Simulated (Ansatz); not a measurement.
What moves the field gradients of SiO2?

Cell of run 1: a COD entry, taken as it stands.

```cif
data_SiO2
_symmetry_space_group_name_H-M 'P2_13'
_symmetry_Int_Tables_number 198
_cell_length_a 7.1600
_cell_length_b 7.1600
_cell_length_c 7.1600
_cell_angle_alpha 90.000
_cell_angle_beta 90.000
_cell_angle_gamma 90.000
loop_
_atom_site_label
_atom_site_type_symbol
_atom_site_symmetry_multiplicity
_atom_site_Wyckoff_symbol
_atom_site_fract_x
_atom_site_fract_y
_atom_site_fract_z
Si1 Si 4 a 0.2550 0.2550 0.2550
Si5 Si 4 a 0.9920 0.9920 0.9920
O9 O 4 a 0.1250 0.1250 0.1250
O13 O 12 b 0.6600 0.6600 0.0620
```

One atom of each set is listed.

Relaxed positions (PBE, cell held):

Si1 (0.2807, 0.2807, 0.2807)
Si5 (0.0206, 0.0206, 0.0206)
O9 (0.1505, 0.1505, 0.1505)
O13 (0.6398, 0.6616, 0.0434)

All runs are DFT with Ansatz 0.2.0 (plane waves and PAW, scalar-relativistic unless spin–orbit coupling is named, Γ-centred meshes, Fermi–Dirac smearing where given) in this cell.

Run 1: PBE, atoms as given; 420 eV, 4×4×4 k-points, smearing 0.02 eV.
Run 2: PBE, atoms relaxed; 420 eV, 4×4×4 k-points, smearing 0.02 eV.
Run 3: r2SCAN, at the relaxed atoms; 500 eV, 4×4×4 k-points, smearing 0.02 eV.

| run | Si1 V_zz (η) | Si5 V_zz (η) | O13 V_zz (η) |
| --- | --- | --- | --- |
| 1 | -1.82 (0.00) | 2.83 (0.00) | 9.37 (0.61) |
| 2 | 0.40 (0.00) | -0.15 (0.00) | 9.68 (0.18) |
| 3 | ? | ? | ? |

V_zz in 10²¹ V/m²; 3 of the 4 sets of like atoms are followed.

**Question.** Estimate the row of run 3.

**Answer.** Si1: 0.38 (0.00); Si5: -0.14 (0.00); O13: 9.56 (0.18). It lies nearest to run 2, from whose tensors on these sites it differs by 0.13 at most (largest principal value of the difference, on O13). Taken one at a time, the positions of the atoms (as given or relaxed) move the tensors on these sites by up to 7.79 (largest principal value of the change, on O13), the functional (r2SCAN with its higher cutoff) by 0.13 (O13).

The database positions were far from equilibrium, so the relaxed structure may not be the compound's real one. In runs 1, 3 the atoms aren't at the calculated equilibrium (largest force 3.5, 0.26 eV/Å). Run 1: The database positions are far from the calculated equilibrium, so these values describe the entry as written and may be far from the real compound's.
